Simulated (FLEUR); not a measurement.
**Sb: changing the volume of the cell**

Symmetry: R-3m, No. 166, trigonal system. The conventional cell has a = 4.308 Å, b = 4.308 Å, c = 11.274 Å, α = 90.00°, β = 90.00°, γ = 120.00°. Sb (site symmetry 3m) is surrounded by 3 Sb at 2.91 Å.

Kept alike: task single point; functional PBEsol; k mesh 8 × 8 × 8; occupations fermi-dirac, width 0.05 eV; no spin polarisation. Program: FLEUR, all-electron, FLAPW. The mesh is that of the run's cell of 2 atoms. No spin-orbit coupling.

| volume of cell, f (times the cell shown) | free energy over the lowest row (meV/atom) |
| --- | --- |
| 0.8 | 329.96 |
| 0.85 | 165.98 |
| 0.9 | ? |
| 0.95 | 15.15 |
| 1 | 0.00 |
| 1.05 | 12.17 |
| 1.1 | 45.11 |

The cell shown is the unstrained one; x, y and z are its Cartesian axes; atoms keep their fractions. For a metal such a mesh leaves the last digits unconverged.

**Question.** Fit the rows shown and predict the run at 0.9 times the cell shown.

**Answer.** A least-squares cubic through the rows shown is free energy = -14491.3 f³ + 49001.5 f² - 54491.1 f + 19980.8 (largest miss 1.584); at f = 0.9 it gives 65.83 meV/atom. The run gave: free energy over the lowest row 66.41 meV/atom.
